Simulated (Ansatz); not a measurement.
# GaN (P6_3mc): several responses side by side

The conventional cell has a = 3.183 Å, b = 3.183 Å, c = 5.185 Å, α = 90.00°, β = 90.00°, γ = 120.00°. Around Ga (atom 1) lie 4 N at 1.95 Å. N (atom 3) has 4 Ga at 1.95 Å as nearest neighbours.

Ansatz runs use the cell relaxed by PAW under their functional.

Question: What are its gap and electron mass? (PBEsol, all-electron LAPW in Ansatz 0.2.0, scalar-relativistic; a = 3.183, c = 5.185 Å; k mesh 8×8×4, fixed occupations, basis error target 1 meV/atom)

Answer: Kohn-Sham band edges (the gap between refined extrema, the direct gap on the fine mesh): gap = 1.89 eV, least direct gap = 1.89 eV, electron conductivity mass = 0.168 mₑ, ε∞ without local fields (PAW) = 6.08.

Question: How stiff is it? (PBEsol, all-electron LAPW in Ansatz 0.2.0, scalar-relativistic; a = 3.183, c = 5.185 Å; k mesh 8×8×4, strains of ±0.003, fixed occupations, basis error target 1 meV/atom)

Answer: Elastic moduli (Hill averages, relaxed ions; θ_D from sound speeds over directions): B = 189 GPa, G = 107 GPa, C11 = 345 GPa, C33 = 382 GPa, C44 = 91.7 GPa, ν = 0.261, θ_D = 615 K.

Question: How does it vibrate? (PBEsol, all-electron LAPW in Ansatz 0.2.0, scalar-relativistic; a = 3.183, c = 5.185 Å; k mesh 6×6×4, fixed occupations, basis error target 1 meV/atom; q mesh 1×1×1)

Answer: Harmonic phonons by finite displacements (no LO-TO term; negative means unstable): highest mode = 678 cm⁻¹, lowest optical at Γ = 137 cm⁻¹.

Question: How does it screen a field? (PBEsol, PAW on Ansatz 0.2.0's default frozen-core files (fitted under PBE), scalar-relativistic; a = 3.183, c = 5.185 Å; k mesh 6×6×4, fixed occupations, cutoff 420 eV)

Answer: Dielectric response and Born charges by linear response (direction means): ε∞ = 5.91, largest |Z*| = 2.66 e, ε₀ = 10.5.

Question: How much do local fields and the kernel change ε∞?

Answer: From 6.08 (independent particles) to 5.91 (linear response), -3 %. The two sums use different k meshes, so a part of a few per cent can be the mesh's.

Keep in mind: no spin-orbit coupling on heavy atoms (band edges); semilocal gaps are low, and light masses and ε∞ follow the gap (band edges); constants at zero field, no piezoelectric stiffening (moduli); zone-boundary modes aren't tested (phonons, field response); frozen-core PAW files fitted under PBE, their cores solved anew for the functional of the run (field response); field response not resolved by the mesh (field response); semilocal gaps are low, so ε∞ comes out large.
